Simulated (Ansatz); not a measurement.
RuO2 (rutile, P4_2/mnm) at seven volumes, r²SCAN in the plane-wave PAW code Ansatz, shape and atoms relaxed at each. One row is withheld.

```
V (Å³/atom)  P (GPa)
-----------  -------
9.456              ?
9.768          19.97
10.080          9.15
10.392         -0.01
10.703         -7.76
11.015        -14.29
11.327        -19.74
```

Question: Fit the shown pressures and predict the withheld one.

Answer: P = (3/2)B₀(x^(7/2) − x^(5/2))[1 + (3/4)(B′ − 4)(x − 1)] with x = (V₀/V)^(2/3). Least squares on the six rows gives V₀ = 10.391 Å³/atom, B₀ = 280 GPa, B′ = 4.66. At V = 9.456, x = 1.0649 and P = 32.91 GPa. The run itself gave 32.74 GPa.

Symmetry was held in the r²SCAN relaxation; of distortions, only those at the zone centre were tested. The run is not spin-polarised.

Potentials: the later of the program's two PAW sets.
